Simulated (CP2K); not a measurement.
Crystal: Bi.

```
Bi
1.0
     4.68864    0.00000    0.00000
     0.50276    4.66161    0.00000
    -0.93768   -0.84199    3.11355
Bi
2
Direct
  0.75306 0.75306 0.85738
  0.24694 0.24694 0.14262
```

This isn't the form of Bi at room conditions, which is rhombohedral.

* Program: CP2K 2026.2
* Task: relaxation of cell and atoms
* Functional: LDA
* Potentials or basis: GTH_POTENTIALS Bi GTH-PADE-q5; TZVP-MOLOPT-PBE-GTH basis
* Density cutoff: 6123 eV
* k mesh: 5 × 5 × 7
* Occupations: fermi-dirac, width 0.01 eV
* Spin: no spin polarisation

At the start: pressure -3.5 GPa; volume 34.03 Å³/atom.

Problem. Where does the relaxation end?

Solution. Over 14 steps the energy falls by 27.5 meV/atom and the volume is 31.76 Å³/atom (-6.7 %); space group C2/m (No. 12, to 0.05 Å).

Step by step:
| step | energy change (eV) | largest force (eV/Å) | volume (Å³) |
| --- | --- | --- | --- |
| 1 | 0.0000 | 0.1756 | 68.05 |
| 2 | -0.0049 | 0.1657 | 67.85 |
| 3 | -0.0504 | 0.1376 | 63.75 |
| 4 | -0.0514 | 0.0813 | 64.28 |
| 5 | -0.0517 | 0.0811 | 64.21 |
| 6 | -0.0536 | 0.0393 | 63.59 |
| 7 | -0.0541 | 0.0074 | 63.52 |
| 8 | -0.0543 | 0.0160 | 63.58 |
| 9 | -0.0543 | 0.0204 | 63.61 |
| 10 | -0.0545 | 0.0263 | 63.66 |
| 11 | -0.0547 | 0.0247 | 63.66 |
| 12 | -0.0549 | 0.0135 | 63.59 |
| 13 | -0.0550 | 0.0034 | 63.52 |
| 14 | -0.0550 | 0.0034 | 63.52 |

Final structure:
```yaml
crystal:
  lattice:
    - [4.59472, 0.00000, 0.00000]
    - [0.48662, 4.56888, 0.00000]
    - [-0.92143, -0.82740, 3.02559]
  atoms:
    - { symbol: Bi, position: [0.75523, 0.75523, 0.85954] }
    - { symbol: Bi, position: [0.24477, 0.24477, 0.14047] }
```

Caveat: the basis of atomic orbitals isn't converged, which shifts pressures, moduli and gaps.
